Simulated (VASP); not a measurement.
B:

```xyz
4
Lattice="3.2256 0.0000 0.0000 0.6450 3.0069 0.0000 0.1719 0.3019 2.8933" Properties=species:S:1:pos:R:3 pbc="T T T"
B     2.8465    2.9082    1.0239
B     2.1568    0.6022    2.6427
B     0.7111    1.7480    2.1722
B     1.8209    2.2854    0.5859
```

The cell was built by a generator and needn't be a form met in nature.

The cell isn't the ideal one: random cell without symmetry.

```yaml
Program: VASP 6.6.1
Task: relaxation of cell and atoms
Functional: PBE
Potentials_or_basis: VASP PAW PBE potentials, release 64 (B)
Cutoff: 600 eV
k_mesh: 6 × 6 × 6
Occupations: gaussian, width 0.1 eV
Spin: no spin polarisation
```

At the start: pressure 58.3 GPa; volume 7.02 Å³/atom.

Question: Where does the relaxation end?

Answer: Over 59 steps the energy falls by 1811.9 meV/atom and the volume is 7.60 Å³/atom (+8.3 %); space group C2/m (No. 12, to 0.05 Å).

The path:
```
step  energy change (eV)  largest force (eV/Å)  pressure (GPa)  volume (Å³)
   1              0.0000               22.0319           58.33        28.06
   3              3.7141               35.2366           55.63        39.74
   5             -1.0877                7.8380           14.94        43.98
   7             -2.6405                2.6912           -9.64        46.34
   9             -2.7976                2.3968          -16.92        47.59
  11             -4.2465                0.8415          -16.81        42.12
  13             -4.3637                0.7825          -15.29        41.22
  15             -4.4460                1.4471          -12.57        40.16
  17             -4.6849                1.0325           -5.20        37.86
  19             -4.9012                1.0155            3.04        35.42
  21             -5.0658                0.6351            2.31        34.77
  23             -5.1511                0.5393           -1.39        35.49
  25             -5.2395                0.9670           -1.07        35.49
  27             -6.1882                3.5208           -2.43        33.16
  29             -5.9786                4.5454           -0.60        33.07
  31             -5.9888                5.0178           -0.13        32.71
  33             -6.0036                5.0307            0.61        32.32
  35             -6.0348                4.4476            0.59        32.16
  37             -6.1030                4.0494           -0.05        32.17
  39             -6.3552                2.4734           -2.47        32.22
  41             -6.6794                2.6864           -5.52        32.37
  43             -6.7625                2.1556           -5.85        32.23
  45             -6.9609                0.9150           -3.48        31.03
  47             -7.0514                0.8017           -3.17        31.06
  49             -7.1662                0.4142            2.99        30.19
  51             -7.2155                0.4536           -1.03        30.66
  53             -7.2330                0.3496           -1.18        30.59
  55             -7.2446                0.1502            0.38        30.34
  57             -7.2470                0.0632           -0.21        30.42
  59             -7.2476                0.0354            0.09        30.39
```

Final structure:
```
B
1.0
     4.11966   -0.12126    0.11168
     0.74603    2.69752   -0.39721
     0.57491   -0.20391    2.75718
B
4
Cartesian
  4.8327 2.3265 1.6231
  2.6309 0.2609 2.5157
  1.3493 0.8481 1.2976
  1.4224 2.0644 -0.0254
```

Caveat: the k mesh is coarse (spacing up to 0.36 Å⁻¹), so the values aren't converged.
